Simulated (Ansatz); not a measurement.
# The perfect armchair graphene nanoribbon (N = 16, H edges), part 2 of 4

Aim: is the armchair graphene nanoribbon (N = 16, H edges) a metal or a semiconductor?

Ansatz 0.2.0; DFT PBE, plane waves, PAW; relaxation of a wire's period (the session's first sound run).

So far. Step 2 (The relaxed wire): The cell's length comes to 4.284 Å with spin left out.

## (3) The perfect wire

This step: DFT PBE, plane waves, PAW; bands of a perfect wire (Ansatz 0.2.0).

At the relaxed period the bands are computed along the axis; those that cross an energy going forward count the channels that a perfect wire would open there.

Contents of input.yaml:

```yaml
crystal:
  lattice:
    - [27.3, 0.0, 0.0]
    - [0.0, 7.0, 0.0]
    - [0.0, 0.0, 4.2839042212]
  atoms:
    - { symbol: C, position: [0.162290493, 0.5, 0.006822987] }
    - { symbol: C, position: [0.251519008, 0.5, 0.999833617] }
    - { symbol: C, position: [0.341994555, 0.5, 0.999769322] }
    - { symbol: C, position: [0.432282866, 0.5, 0.000412201] }
    - { symbol: C, position: [0.522546229, 0.5, 0.999954118] }
    - { symbol: C, position: [0.612928489, 0.5, 1.353e-06] }
    - { symbol: C, position: [0.703129, 0.5, 0.000720407] }
    - { symbol: C, position: [0.793550327, 0.5, 0.998915539] }
    - { symbol: C, position: [0.162290493, 0.5, 0.326510346] }
    - { symbol: C, position: [0.251519008, 0.5, 0.333499716] }
    - { symbol: C, position: [0.341994555, 0.5, 0.333564011] }
    - { symbol: C, position: [0.432282866, 0.5, 0.332921132] }
    - { symbol: C, position: [0.522546229, 0.5, 0.333379216] }
    - { symbol: C, position: [0.612928489, 0.5, 0.333331981] }
    - { symbol: C, position: [0.703129, 0.5, 0.332612927] }
    - { symbol: C, position: [0.793550327, 0.5, 0.334417795] }
    - { symbol: H, position: [0.872779169, 0.5, 0.386529315] }
    - { symbol: H, position: [0.127220831, 0.5, 0.446804018] }
    - { symbol: C, position: [0.206449673, 0.5, 0.498915539] }
    - { symbol: C, position: [0.296871, 0.5, 0.500720407] }
    - { symbol: C, position: [0.387071511, 0.5, 0.500001353] }
    - { symbol: C, position: [0.477453771, 0.5, 0.499954118] }
    - { symbol: C, position: [0.567717134, 0.5, 0.500412201] }
    - { symbol: C, position: [0.658005445, 0.5, 0.499769322] }
    - { symbol: C, position: [0.748480992, 0.5, 0.499833617] }
    - { symbol: C, position: [0.837709507, 0.5, 0.506822987] }
    - { symbol: C, position: [0.206449673, 0.5, 0.834417795] }
    - { symbol: C, position: [0.296871, 0.5, 0.832612927] }
    - { symbol: C, position: [0.387071511, 0.5, 0.833331981] }
    - { symbol: C, position: [0.477453771, 0.5, 0.833379216] }
    - { symbol: C, position: [0.567717134, 0.5, 0.832921132] }
    - { symbol: C, position: [0.658005445, 0.5, 0.833564011] }
    - { symbol: C, position: [0.748480992, 0.5, 0.833499716] }
    - { symbol: C, position: [0.837709507, 0.5, 0.826510346] }
    - { symbol: H, position: [0.127220831, 0.5, 0.886529315] }
    - { symbol: H, position: [0.872779169, 0.5, 0.946804018] }
kpoints:
  mp_grid: { grid: [1, 1, 19] }
  band_path: { path: ["Γ", Z], npoints: 50 }
scf:
  occupations: { method: fermi_dirac, width: 0.05 }
hamiltonian:
  xc: pbe
output:
  dos: { e_range: [-5, 4] }
  write_potential: true
  write_density: true
  volumetric_format: npy
  elf: true
```

Started as:

```console
$ ansatz run input.yaml --threads 4 --pin off --max-ram 16384MiB --backend cpu --events-out ev --progress --plain --runs-dir out
```

Numbers of over 12 decimals in the logs are rounded to 6 here.

The log of the run:

```text
[...]
Crystal: 36 atoms, lattice volume = 818.654 Å³
Basis set: ecut = 420 eV, 16019 PW (Γ)
Bands: 102, of which v1, the nominal top of the filled ones, is band 66 counted from 1 (65 counted from 0)
Symmetry: 8 space group operations
[...]
k-points: 10 of 19
[...]
SCF iter   1: F=—  HF=-8093.372199 eV  |F-HF|=—  |Δ(HF+E_count)|=         —  Δρ=2.67e-3  dr2=1.60e-1  ethr=1.77e-3  ⟨swp⟩=9.9  Hψ=6004  notcnv=0  defer=199
[...]
SCF iter   9: F=-8093.339417 eV  HF=-8093.339417 eV  |F-HF|=1.52e-7  |Δ(HF+E_count)|=   6.45e-7  Δρ=2.27e-6  dr2=3.29e-8  ethr=7.58e-11  ⟨swp⟩=26.8  Hψ=7717  notcnv=0
SCF 1 converged in 9 iterations: F = -8093.339417 eV  dr2 = 3.29e-8
[...]
NSCF: frozen V_eff on 51 k-points
WARN: The output density's exchange-correlation potential varies sharply where the density is thin. Do not read a vacuum level from v_tot or v_xc, or from such a field of the output density. On a cell that repeats whose density bears no net charge and no dipole along the vacuum's axis use v_es (v_loc + v_h of the components); under efield.dipole_correction with no amplitude use v_es + v_field, which holds any externa [...]
SCF converged after 9 iterations
Free energy (F): -8093.339417 eV
[...]
Internal energy: -8093.339329 eV  (E = F + TS)
E sigma→0 (E₀):  -8093.339373 eV
Entropy (-TS):   -0.000088 eV (-0.002 meV/atom)
Fermi energy:    -0.084551 eV
[...]
--- Band table (eV; the first three rows and the last of 10) ---
  k-point 0: bands = [... 62 lower, -1.3678, -1.2288, -0.5667, -0.4376, 0.2708, 0.3804, 0.9585, 1.2134, ... 32 higher]
  k-point 1: bands = [... 62 lower, -1.3906, -1.3658, -0.7748, -0.6033, 0.4267, 0.5879, 1.1038, 1.2185, ... 32 higher]
  k-point 2: bands = [... 62 lower, -1.6995, -1.4603, -1.1776, -0.9288, 0.7237, 0.9899, 1.2369, 1.4625, ... 32 higher]
  k-point 9: bands = [... 62 lower, -3.0941, -2.8703, -2.5788, -2.4861, 1.7043, 1.8104, 2.2208, 2.4847, ... 32 higher]
```

Elapsed: 79 s, on 4 threads of Intel Xeon Platinum 8259CL at 2.50GHz (Skylake/Cascade Lake), shared host; peak memory 3.4 GiB.

Numbers from this step:

* band gap: 0.7084 eV

The electronic bands at the labelled points (eV, zero at the Fermi level):

```
  point  band 63  band 64  band 65  band 66  band 67  band 68  band 69  band 70
      Γ    -1.28    -1.14    -0.48    -0.35     0.36     0.46     1.04     1.30
halfway    -2.33    -2.23    -1.87    -1.78     1.50     1.70     1.93     2.30
      Z    -2.90    -2.90    -2.45    -2.45     1.84     1.84     2.43     2.43
```

Electrostatic potential energy in the ca plane at fractional y = 0.500, with atoms of C and H within 0.2 Å of it. With pseudopotentials it is smooth inside the atoms' cores, unlike the true potential.

Ten even steps from '_' (-60 eV) to '@' (3 eV), each cell a mean:
```
@@@@@@@@@@@@@@@@@@@@@@@@@@@@
@@@@@@@@@@@@@@@@@@@@@@@@@@@@
%%@@@@@@%%##%%@@@@@@@@@@%%##
%%@@@@@@%%++::..--##++::..==
::==##++::::--++##%%##**==::
++**%%##++==::--++##**--::--
==**%%**==----==**%%##==----
--++##**------++**%%##++==--
++##%%##**==::::==##++::::--
..==##++::..==**%%%%%%##++::
##%%@@%%##++::__--##==....==
__--**==____==##%%@@%%%%++..
##%%@@@@%%++..__--**==____==
__::**==____==%%%%@@@@%%++..
##%%@@%%%%++..__--**==____==
__--##==....==##%%@@%%##++..
**%%%%%%##++::..==##++::..==
::==##++::::==**##%%%%**==::
++**%%##++==----++##**--::--
--++##**==----==**%%##==----
--++##**==----##@@@@@@%%==--
@@@@@@@@@@@@%%@@@@@@@@@@%%@@
@@@@@@@@@@@@@@@@@@@@@@@@@@@@
@@@@@@@@@@@@@@@@@@@@@@@@@@@@
```
Columns run along c (4.3 Å; values clipped at the 3rd and 97th percentile), rows up along a (27.3 Å). Atoms in or near the plane, at fractional coordinates: C at (0.01, 0.16), C at (0.00, 0.25), C at (0.00, 0.34), C at (0.00, 0.43), C at (0.00, 0.52), C at (0.00, 0.61), C at (0.00, 0.70), C at (0.00, 0.79), C at (0.33, 0.16), C at (0.33, 0.25), C at (0.33, 0.34), C at (0.33, 0.43), C at (0.33, 0.52), C at (0.33, 0.61) and more.

ELF in the ca plane at fractional y = 0.500, with atoms of C and H within 0.2 Å of it. It is the smooth field of the valence electrons, not physical close to the nuclei.

Ten even steps from '0' (0.00 × 1e-1) to '9' (9.66 × 1e-1), each cell a mean:
```
00000000000000
10000220000012
95038997201699
74027874576468
45664675433576
54445774555467
54544675454567
55554675444577
54335764565467
45764576323576
63225763576457
35873576312576
63125763587357
35873576312576
63125763587357
35764576322576
63235764576457
45654676433576
54445775555467
54544675454567
65555798503898
61014898302799
00000010000010
00000000000000
```
Columns run along c (4.3 Å), rows up along a (27.3 Å). Atoms in or near the plane, at fractional coordinates: C at (0.01, 0.16), C at (0.00, 0.25), C at (0.00, 0.34), C at (0.00, 0.43), C at (0.00, 0.52), C at (0.00, 0.61), C at (0.00, 0.70), C at (0.00, 0.79), C at (0.33, 0.16), C at (0.33, 0.25), C at (0.33, 0.34), C at (0.33, 0.43), C at (0.33, 0.52), C at (0.33, 0.61) and more.

Valence density in the ca plane at fractional y = 0.500, with atoms of C and H within 0.2 Å of it. It is the smooth field of the valence electrons, not physical close to the nuclei.

Values in e/Å³, 24 rows by 14 columns, each cell a mean:
```
0.0 0.0 0.0 0.0 0.0 0.0 0.0 0.0 0.0 0.0 0.0 0.0 0.0 0.0
0.0 0.0 0.0 0.0 0.0 0.0 0.0 0.0 0.0 0.0 0.0 0.0 0.0 0.0
0.3 0.1 0.1 0.1 0.2 0.5 0.5 0.2 0.1 0.1 0.1 0.2 0.4 0.5
0.7 0.3 0.1 0.2 0.5 1.3 1.8 1.6 1.4 1.3 1.4 1.5 1.8 1.6
1.5 1.2 1.1 1.2 1.4 1.8 1.8 1.2 0.8 0.6 0.7 1.0 1.6 1.9
1.2 0.8 0.7 0.8 1.1 1.6 1.8 1.4 1.1 1.0 1.1 1.3 1.7 1.8
1.3 1.0 0.8 0.9 1.2 1.7 1.8 1.3 1.0 0.8 0.9 1.2 1.7 1.8
1.4 1.1 1.0 1.1 1.3 1.7 1.8 1.2 0.9 0.7 0.8 1.1 1.6 1.8
1.1 0.7 0.6 0.7 1.0 1.6 1.8 1.5 1.2 1.1 1.2 1.4 1.8 1.7
1.6 1.4 1.2 1.3 1.5 1.8 1.7 1.0 0.6 0.4 0.5 0.9 1.5 1.9
0.9 0.5 0.4 0.4 0.8 1.5 1.9 1.7 1.5 1.3 1.4 1.6 1.9 1.7
1.7 1.5 1.4 1.5 1.6 1.9 1.7 0.9 0.5 0.3 0.4 0.7 1.4 1.9
0.9 0.4 0.3 0.4 0.7 1.4 1.9 1.7 1.6 1.4 1.5 1.7 1.9 1.7
1.7 1.6 1.4 1.5 1.7 1.9 1.6 0.9 0.4 0.3 0.4 0.7 1.4 1.9
0.9 0.5 0.3 0.4 0.7 1.4 1.9 1.7 1.5 1.4 1.5 1.6 1.9 1.7
1.7 1.5 1.3 1.4 1.6 1.9 1.7 1.0 0.5 0.4 0.5 0.8 1.5 1.9
1.0 0.6 0.4 0.5 0.9 1.5 1.9 1.6 1.4 1.3 1.3 1.5 1.8 1.7
1.5 1.3 1.1 1.2 1.4 1.8 1.7 1.1 0.7 0.5 0.6 1.0 1.6 1.8
1.2 0.8 0.7 0.8 1.1 1.6 1.8 1.4 1.1 1.0 1.0 1.3 1.7 1.8
1.4 1.1 0.9 1.0 1.3 1.7 1.8 1.3 1.0 0.8 0.9 1.2 1.7 1.8
1.3 1.1 1.0 1.1 1.2 1.6 1.6 0.7 0.3 0.1 0.2 0.5 1.4 1.7
0.1 0.1 0.0 0.0 0.1 0.2 0.3 0.2 0.1 0.0 0.1 0.1 0.2 0.2
0.0 0.0 0.0 0.0 0.0 0.0 0.0 0.0 0.0 0.0 0.0 0.0 0.0 0.0
0.0 0.0 0.0 0.0 0.0 0.0 0.0 0.0 0.0 0.0 0.0 0.0 0.0 0.0
```
Columns run along c (4.3 Å), rows up along a (27.3 Å). Atoms in or near the plane, at fractional coordinates: C at (0.01, 0.16), C at (0.00, 0.25), C at (0.00, 0.34), C at (0.00, 0.43), C at (0.00, 0.52), C at (0.00, 0.61), C at (0.00, 0.70), C at (0.00, 0.79), C at (0.33, 0.16), C at (0.33, 0.25), C at (0.33, 0.34), C at (0.33, 0.43), C at (0.33, 0.52), C at (0.33, 0.61) and more.

The gap is 0.708 eV, with spin left out.

## (4) Another level of theory, k-mesh 1×1×15

This step: DFT LDA, plane waves, PAW; bands of a perfect wire at the PBE geometry (Ansatz 0.2.0).

The atoms stay at the PBE geometry and the functional changes. At fixed atoms LDA and the gradient-corrected functionals usually give like bands; this run checks that. Against the first PBE run of this kind, the mesh along the wire has 15 points against 19.

Edit input.yaml of step 3 so:

```diff
@@ -43,3 +43,3 @@
 kpoints:
-  mp_grid: { grid: [1, 1, 19] }
+  mp_grid: { grid: [1, 1, 15] }
   band_path: { path: ["Γ", Z], npoints: 50 }
@@ -48,8 +48,2 @@
 hamiltonian:
-  xc: pbe
-output:
-  dos: { e_range: [-5, 4] }
-  write_potential: true
-  write_density: true
-  volumetric_format: npy
-  elf: true
+  xc: lda
```

The log of the run:

```text
[...]
Crystal: 36 atoms, lattice volume = 818.654 Å³
Basis set: ecut = 420 eV, 16019 PW (Γ)
Bands: 102, of which v1, the nominal top of the filled ones, is band 66 counted from 1 (65 counted from 0)
Symmetry: 8 space group operations
[...]
k-points: 8 of 15
[...]
SCF iter   1: F=—  HF=-7836.102787 eV  |F-HF|=—  |Δ(HF+E_count)|=         —  Δρ=4.63e-3  dr2=2.08e-1  ethr=1.77e-3  ⟨swp⟩=10.2  Hψ=4869  notcnv=0  defer=152
[...]
SCF iter   9: F=-7836.070923 eV  HF=-7836.070923 eV  |F-HF|=1.44e-8  |Δ(HF+E_count)|=   2.37e-7  Δρ=2.14e-6  dr2=5.47e-8  ethr=7.58e-11  ⟨swp⟩=26.6  Hψ=6264  notcnv=0
SCF 1 converged in 9 iterations: F = -7836.070923 eV  dr2 = 5.47e-8
[...]
SCF converged after 9 iterations
Free energy (F): -7836.070923 eV
[...]
Internal energy: -7836.070818 eV  (E = F + TS)
E sigma→0 (E₀):  -7836.070871 eV
Entropy (-TS):   -0.000105 eV (-0.003 meV/atom)
Fermi energy:    -0.347735 eV
[...]
--- Band table (eV; the first three rows and the last of 8) ---
  k-point 0: bands = [... 62 lower, -1.6312, -1.4866, -0.8266, -0.7005, 0.0070, 0.1134, 0.6831, 0.9455, ... 32 higher]
  k-point 1: bands = [... 62 lower, -1.7007, -1.6669, -1.1347, -0.9437, 0.2331, 0.4196, 0.9098, 0.9514, ... 32 higher]
  k-point 2: bands = [... 62 lower, -2.1802, -1.7818, -1.6693, -1.3816, 0.6232, 0.9516, 0.9815, 1.4276, ... 32 higher]
  k-point 7: bands = [... 62 lower, -3.3849, -3.1010, -2.8482, -2.7304, 1.3830, 1.5178, 1.8823, 2.2162, ... 32 higher]
```

Run time: 59 s. Hardware: 4 threads; peak memory 3.1 GiB.

Numbers from this step:

- energy at zero smearing: -7836.0709 eV
- band gap: 0.7075 eV

The electronic bands at the labelled points (eV, zero at the Fermi level):

```
  point  band 63  band 64  band 65  band 66  band 67  band 68  band 69  band 70
      Γ    -1.28    -1.14    -0.48    -0.35     0.35     0.46     1.03     1.29
halfway    -2.33    -2.23    -1.87    -1.77     1.47     1.68     1.89     2.29
      Z    -2.90    -2.90    -2.44    -2.44     1.79     1.79     2.39     2.39
```

The gap is 0.707 eV, against 0.708 eV under PBE at the relaxed period.

## (5) Levels at the same atoms, k-mesh 1×1×15

This step: DFT PBEsol, plane waves, PAW; bands of a perfect wire at the PBE geometry (Ansatz 0.2.0).

The atoms stay at the PBE geometry and the functional changes. At fixed atoms LDA and the gradient-corrected functionals usually give like bands; this run checks that. Against the first PBE run of this kind, the mesh along the wire has 15 points against 19.

Edit input.yaml of step 4 so:

```diff
@@ -48,2 +48,2 @@
 hamiltonian:
-  xc: lda
+  xc: pbesol
```

The log of the run:

```text
[...]
Crystal: 36 atoms, lattice volume = 818.654 Å³
Basis set: ecut = 420 eV, 16019 PW (Γ)
Bands: 102, of which v1, the nominal top of the filled ones, is band 66 counted from 1 (65 counted from 0)
Symmetry: 8 space group operations
[...]
k-points: 8 of 15
[...]
--- Band table (eV; the first three rows and the last of 8) ---
  k-point 0: bands = [... 62 lower, -1.4284, -1.2868, -0.6240, -0.4953, 0.2138, 0.3224, 0.8968, 1.1573, ... 32 higher]
  k-point 1: bands = [... 62 lower, -1.5008, -1.4647, -0.9326, -0.7404, 0.4423, 0.6297, 1.1239, 1.1644, ... 32 higher]
  k-point 2: bands = [... 62 lower, -1.9805, -1.5812, -1.4682, -1.1803, 0.8364, 1.1645, 1.1978, 1.6436, ... 32 higher]
  k-point 7: bands = [... 62 lower, -3.1875, -2.9043, -2.6517, -2.5343, 1.6149, 1.7493, 2.1154, 2.4497, ... 32 higher]
[key lines of the parts left out:]
SCF converged after 9 iterations
Free energy (F): -7956.000966 eV
Fermi energy:    -0.141739 eV
```

Run time: 64 s. Hardware: 4 threads; peak memory 3.1 GiB; 4.2 min of CPU time.

The gap is 0.709 eV, against 0.708 eV under PBE at the relaxed period.

## (6) Levels at the same atoms, cutoff 500 eV, k-mesh 1×1×15

This step: DFT r2SCAN, plane waves, PAW; bands of a perfect wire at the PBE geometry (Ansatz 0.2.0).

The atoms stay at the PBE geometry and the functional changes. r2SCAN also reads the kinetic-energy density; it often gives larger moments and wider gaps than PBE, at a higher cost. Against the first PBE run of this kind, the cutoff is 500 eV against 420 and the mesh along the wire has 15 points against 19.

Edit input.yaml of step 5 so:

```diff
@@ -48,2 +48,2 @@
 hamiltonian:
-  xc: pbesol
+  xc: r2scan
```

The log of the run:

```text
[...]
Crystal: 36 atoms, lattice volume = 818.654 Å³
Basis set: ecut = 500 eV, 20729 PW (Γ), exchange–correlation on 800×216×128 points (64 copies of the dense FFT grid, shifted against one another)
Bands: 102, of which v1, the nominal top of the filled ones, is band 66 counted from 1 (65 counted from 0)
Symmetry: 8 space group operations
[...]
k-points: 8 of 15
[...]
--- Band table (eV; the first three rows and the last of 8) ---
  k-point 0: bands = [... 62 lower, -1.4729, -1.3265, -0.6214, -0.4820, 0.2726, 0.3925, 1.0110, 1.2788, ... 32 higher]
  k-point 1: bands = [... 62 lower, -1.5513, -1.5125, -0.9476, -0.7440, 0.5186, 0.7188, 1.2512, 1.2887, ... 32 higher]
  k-point 2: bands = [... 62 lower, -2.0563, -1.6385, -1.5143, -1.2120, 0.9427, 1.2897, 1.3303, 1.8032, ... 32 higher]
  k-point 7: bands = [... 62 lower, -3.3364, -3.0414, -2.7758, -2.6542, 1.8016, 1.9433, 2.3286, 2.6832, ... 32 higher]
[key lines of the parts left out:]
SCF converged after 9 iterations
Free energy (F): -8116.163925 eV
Fermi energy:    -0.105466 eV
```

Elapsed: 2.4 min, on 4 threads; peak memory 4.9 GiB; 9.1 min of CPU time.

The electronic bands at the labelled points (eV, zero at the Fermi level):

```
  point  band 63  band 64  band 65  band 66  band 67  band 68  band 69  band 70
      Γ    -1.37    -1.22    -0.52    -0.38     0.38     0.50     1.12     1.38
halfway    -2.47    -2.38    -1.99    -1.89     1.61     1.82     2.06     2.47
      Z    -3.09    -3.09    -2.61    -2.61     1.97     1.97     2.61     2.61
```

The gap is 0.755 eV, against 0.708 eV under PBE at the relaxed period.

## (7) The series together

Times are for 4 threads of Intel Xeon Platinum 8259CL at 2.50GHz (Skylake/Cascade Lake), shared host. The series side by side:

```
no.   level  band gap (eV)     time  memory (GiB)
  1     LDA         0.7075     59 s           3.1
  2  PBEsol         0.7091     64 s           3.1
  3  r2SCAN         0.7545  2.4 min           4.9
```

[end of part 2 of 4]

[Logs are printed without paths, hosts, clocks, repeated set-up lines and the standing remarks that a program may print on its own settings, such as how far it seeks lower states.]

[Hosts, paths, dates, database ids (printed as entryN), source tags and the programs' standing remarks are cut or masked in the printed files.]
